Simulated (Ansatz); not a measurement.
Set up this calculation in Ansatz 0.2.0, as the native input.

- Task: single point
- Functional: r2SCAN
- Dispersion: rVV10
- Potentials or basis: Ansatz PAW
- Cutoff: 500 eV (not typed: the program's choice for these potentials)
- k mesh: 10 × 10 × 10
- Occupations: fermi-dirac, width 0.15 eV
- Spin: no spin polarisation

BP:

```
CELL_PARAMETERS angstrom
0.00000 2.26900 2.26900
2.26900 0.00000 2.26900
2.26900 2.26900 0.00000
ATOMIC_POSITIONS crystal
P 0.75000 0.75000 0.75000
B 0.00000 0.00000 0.00000
```

The input as run:

input.yaml

```yaml
crystal:
  lattice:
    - [0.0, 2.269, 2.269]
    - [2.269, 0.0, 2.269]
    - [2.269, 2.269, 0.0]
  atoms:
    - { symbol: P, position: [0.75, 0.75, 0.75] }
    - { symbol: B, position: [0.0, 0.0, 0.0] }
hamiltonian:
  xc: r2scan
  pseudopotentials: { kind: paw }
  dispersion: rvv10
kpoints:
  mp_grid: { grid: [10, 10, 10] }
scf:
  occupations: { method: fermi_dirac, width: 0.15 }
  n_extra_bands: 4
output:
  forces: true
  stress: true
  eigenvalues: true
```

Potentials or basis: Ansatz PAW.

Run with:

```console
$ ansatz run input.yaml --threads 1 --pin off --max-ram 2560MiB --backend cpu --events-out ev --progress --plain --runs-dir out
```

It gave:

```json
{
  "Pressure": "-0.8 GPa",
  "Band gap on the k mesh": "1.39 eV, indirect (least direct gap 3.59 eV)"
}
```

Caveat: the PAW data sets come from PBE, with cores solved anew for the run's functional, which leaves a small shift of forces and pressure.

Wall time 4.2 s on 1 thread of Arm Neoverse V1, with other jobs on the host, peak memory 0.36 GiB.
